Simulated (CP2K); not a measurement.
Re:

```
CELL_PARAMETERS angstrom
2.76080 0.00000 0.00000
-1.38040 2.39092 0.00000
0.00000 0.00000 4.45820
ATOMIC_POSITIONS crystal
Re 0.66667 0.33333 0.75000
Re 0.33333 0.66667 0.25000
```

Program: CP2K 2026.2. Alike in all runs: task band structure; potentials or basis POTENTIAL_UZH Re GTH-PBE-q15; TZVP-MOLOPT-PBE-GTH basis; no spin polarisation; cell as given; k mesh 11 × 11 × 6; smearing fermi-dirac 0.05 eV.

Q: Order these runs on this cell by their pressure, lowest first.
A. level PBEsol
B. level r2SCAN
C. level optB88-vdW; cutoff of the non-local correlation (Ry) 300
D. level LDA
E. level HLE16

A: E (-65.7 GPa), D (-8.1 GPa), A (-4.3 GPa), B (-0.3 GPa), C (6.2 GPa).

Caveats: the potentials were made for another functional, which shifts forces and pressure; the basis of atomic orbitals isn't converged, which shifts pressures, moduli and gaps; the potentials were made for a functional far from this one (some runs); the cell as given lies far from equilibrium (some runs).

Runs at the PBE level aren't shown here.
